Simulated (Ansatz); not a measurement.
Input of an Ansatz 0.2.0 run:

File input.yaml:

```yaml
crystal:
  lattice:
    - [-1.443, 1.443, 1.443]
    - [1.443, -1.443, 1.443]
    - [1.443, 1.443, -1.443]
  atoms:
    - { symbol: Fe, position: [0.0, 0.0, 0.0], spin: 3.0 }
kpoints:
  mp_grid: { grid: [13, 13, 13] }
scf:
  occupations: { method: gaussian, width: 0.021 }
hamiltonian:
  xc: pbe
  pseudopotentials: { kind: all_electron, lapw: { basis_error: 0.001 } }
magnetization:
  spin_polarized: true
output:
  forces: true
  stress: true
  eigenvalues: true
```

Potentials or basis: all-electron LAPW, scalar-relativistic.

Run with:

```console
$ ansatz run input.yaml --threads 2 --pin off --max-ram 6144MiB --backend cpu --events-out ev --progress --plain --runs-dir out
```

Question: What does it give for the pressure?

Answer: -9.8 GPa.

Question: Predict the net moment.

Answer: 2.24 μB per cell.

Question: Estimate the band gap on the k mesh.

Answer: None (metal or under the smearing width).

Question: Estimate the absolute moment.

Answer: 2.38 μB per cell.
